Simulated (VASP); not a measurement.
# Settings for C₂H₄F₂: dipole of a molecule

C₂H₄F₂, molecule in box, 8 atoms in the cell. BLYP; PAW potentials C, F, H (PBE set). VASP 6.6.1.

Wanted: dipole moment within 0.02 D; HOMO under the vacuum level within 0.05 eV; forces within 0.02 eV/Å.

Starting geometry: molecule relaxed first with the same functional.

POSCAR of the starting run:
```
H2CF
1.0
   12.4700000000      0.0000000000      0.0000000000
    0.0000000000     12.4700000000      0.0000000000
    0.0000000000      0.0000000000     12.4700000000
C F H
2 2 4
Direct
    0.5012819266      0.5657099259      0.5122846395
    0.4959973988      0.4448169568      0.5100265088
    0.5768014324      0.4009082543      0.5748492400
    0.5143651613      0.4067894941      0.4057493240
    0.5800345044      0.5924690089      0.4841872783
    0.4883262762      0.5944340583      0.5942506760
    0.4389404667      0.5990917457      0.4602248523
    0.4199654956      0.4098791836      0.5368894683
```

The series start from vacuum between images (Å): 10; correction: IDIPOL 4 with LDIPOL; Cutoff ENCUT (eV): 525; SCF threshold EDIFF (eV): 1e-6; PREC: Accurate; LREAL: .FALSE.; ALGO: Normal; program: vasp_gam; NCORE: 1. Each series keeps the choices made before it, and each single choice may use up half of a tolerance.

## Vacuum between images (Å)

| Vacuum between images (Å) | Dipole moment (D) | HOMO under the vacuum level (eV) | Forces, largest deviation (eV/Å) | SCF iterations | Time (s) |
|---|---|---|---|---|---|
| 4 | 2.382 | 8.051 | 0.062 | 20 | 13 |
| 6 | 2.433 | 8.078 | 0.004 | 30 | 34 |
| 8 | 2.439 | 8.082 | 0.002 | 30 | 50 |
| 10 | 2.440 | 8.082 | 0.001 | 26 | 73 |
| 12 | 2.440 | 8.083 | 0.002 | 28 | 91 |
| 15 (reference) | 2.441 | 8.083 | 0.000 | 28 | 229 |

Chosen: 6, the loosest value from which every tighter one stays within half of the tolerance.

## Correction

| Correction | Dipole moment (D) | HOMO under the vacuum level (eV) | Forces, largest deviation (eV/Å) | SCF iterations | Time (s) |
|---|---|---|---|---|---|
| IDIPOL 4 with LDIPOL | 2.433 | 8.078 | 0.000 | 30 | 34 |
| IDIPOL 4 alone | 2.516 | 8.101 | 0.049 | 26 | 28 |
| IDIPOL 4, no DIPOL | no result | no result | no result | 120 | 139 |

Chosen: IDIPOL 4 with LDIPOL; no other choice that stays within half of the tolerance saves 30 % of the time.

## Cutoff ENCUT (eV)

| Cutoff ENCUT (eV) | Dipole moment (D) | HOMO under the vacuum level (eV) | Forces, largest deviation (eV/Å) | SCF iterations | Time (s) |
|---|---|---|---|---|---|
| 320 | 2.464 | 8.165 | 0.229 | 36 | 20 |
| 400 | 2.440 | 8.095 | 0.068 | 29 | 22 |
| 460 | 2.435 | 8.081 | 0.016 | 31 | 30 |
| 525 | 2.433 | 8.078 | 0.023 | 30 | 34 |
| 600 | 2.433 | 8.079 | 0.021 | 25 | 38 |
| 725 (reference) | 2.434 | 8.081 | 0.000 | 23 | 45 |

Chosen: 725; the next looser run is off by more than half of the tolerance, so convergence isn't shown beyond this value.

## SCF threshold EDIFF (eV)

| SCF threshold EDIFF (eV) | Dipole moment (D) | HOMO under the vacuum level (eV) | Forces, largest deviation (eV/Å) | SCF iterations | Time (s) |
|---|---|---|---|---|---|
| 0.001 | 2.040 | 8.141 | 0.013 | 11 | 24 |
| 0.0001 | 2.436 | 8.081 | 0.000 | 17 | 32 |
| 1e-5 | 2.434 | 8.081 | 0.000 | 19 | 38 |
| 1e-6 | 2.434 | 8.081 | 0.000 | 23 | 45 |
| 1e-7 (reference) | 2.434 | 8.081 | 0.000 | 57 | 102 |

Chosen: 0.0001.

## PREC

| PREC | Dipole moment (D) | HOMO under the vacuum level (eV) | Forces, largest deviation (eV/Å) | SCF iterations | Time (s) |
|---|---|---|---|---|---|
| Accurate | 2.436 | 8.081 | 0.000 | 17 | 32 |
| Normal | 2.436 | 8.081 | 0.002 | 17 | 16 |

Chosen: Normal, the fastest of those that stay within half of the tolerance.

## LREAL

| LREAL | Dipole moment (D) | HOMO under the vacuum level (eV) | Forces, largest deviation (eV/Å) | SCF iterations | Time (s) |
|---|---|---|---|---|---|
| .FALSE. | 2.436 | 8.081 | 0.000 | 17 | 16 |
| Auto | 2.436 | 8.081 | 0.019 | 17 | 13 |

Chosen: .FALSE..

## ALGO

| ALGO | Dipole moment (D) | HOMO under the vacuum level (eV) | Forces, largest deviation (eV/Å) | SCF iterations | Time (s) |
|---|---|---|---|---|---|
| Normal | 2.436 | 8.081 | 0.000 | 17 | 16 |
| Fast | 2.438 | 8.081 | 0.002 | 17 | 14 |
| All | 2.433 | 8.082 | 0.002 | 16 | 18 |

Chosen: Normal.

## Program

| Program | Dipole moment (D) | HOMO under the vacuum level (eV) | Forces, largest deviation (eV/Å) | SCF iterations | Time (s) |
|---|---|---|---|---|---|
| vasp_gam | 2.436 | 8.081 | 0.000 | 17 | 16 |
| vasp_std | 2.436 | 8.081 | 0.000 | 17 | 15 |

Chosen: vasp_gam.

## NCORE

| NCORE | Dipole moment (D) | HOMO under the vacuum level (eV) | Forces, largest deviation (eV/Å) | SCF iterations | Time (s) |
|---|---|---|---|---|---|
| 1 | 2.436 | 8.081 | 0.000 | 17 | 16 |
| 2 | 2.435 | 8.080 | 0.002 | 16 | 13 |
| 4 | 2.435 | 8.080 | 0.002 | 16 | 12 |

Chosen: 1.

## All choices together

| Input | Dipole moment (D) | HOMO under the vacuum level (eV) | Forces, largest deviation (eV/Å) | Time (s) |
|---|---|---|---|---|
| program defaults, 6 A between images, energy correction only (naive) | 2.544 | 8.113 | 0.086 | 13 |
| chosen settings | 2.436 | 8.081 | 0.004 | 16 |
| reference settings throughout | 2.442 | 8.086 | 0.000 | 558 |

The chosen settings stay within the tolerance of the reference run, but the reference itself isn't shown to be converged in: Cutoff ENCUT (eV).

## The input

INCAR:
```
PREC     = Normal         # precision mode
ENCUT    = 725            # plane-wave cutoff, eV
EDIFF    = 1E-4           # SCF threshold, eV
ISMEAR   = 0              # smearing method
SIGMA    = 0.01           # smearing width, eV
LREAL    = False          # projectors in reciprocal space
LASPH    = True           # aspherical terms in the spheres
ALGO     = Normal         # electronic algorithm
NELM     = 120            # most SCF steps
LWAVE    = False          # write WAVECAR
LCHARG   = False          # write CHGCAR
GGA      = B5             # functional
ALDAX    = 1.0          
AGGAX    = 1.0          
AGGAC    = 1.0          
ALDAC    = 0.0          
ISYM     = 0            
IDIPOL   = 4            
DIPOL    = 0.5 0.5 0.5  
LDIPOL   = True         
LVHAR    = True          
```

KPOINTS:
```
Automatic mesh
0
Gamma
  1 1 1
  0 0 0
```

POSCAR:
```
H2CF
1.0
    8.4700000000      0.0000000000      0.0000000000
    0.0000000000      8.4700000000      0.0000000000
    0.0000000000      0.0000000000      8.4700000000
C F H
2 2 4
Direct
    0.5018873228      0.5967417681      0.5180861222
    0.4941071503      0.4187564878      0.5147615780
    0.6130712942      0.3541116802      0.6101971691
    0.5211491808      0.3627703651      0.3612389693
    0.6178312008      0.6361379624      0.4767196411
    0.4828133015      0.6390310162      0.6387610307
    0.4101047958      0.6458883198      0.4414408392
    0.3821687992      0.3673191758      0.5543107048
```

Commands:
```
cat potpaw_PBE.64/C/POTCAR potpaw_PBE.64/F/POTCAR potpaw_PBE.64/H/POTCAR > POTCAR
mpirun -np 4 vasp_gam > vasp.out
```

The chosen input took VASP 6.6.1 16 s on 4 cores (Intel Xeon 6975P-C (Granite Rapids)), a shared host.

## An input that fails: too few electronic steps

The electronic loop stops at its limit of 5 steps.

Changes against the starting input:
```
- NELM = 120
+ NELM = 5
```
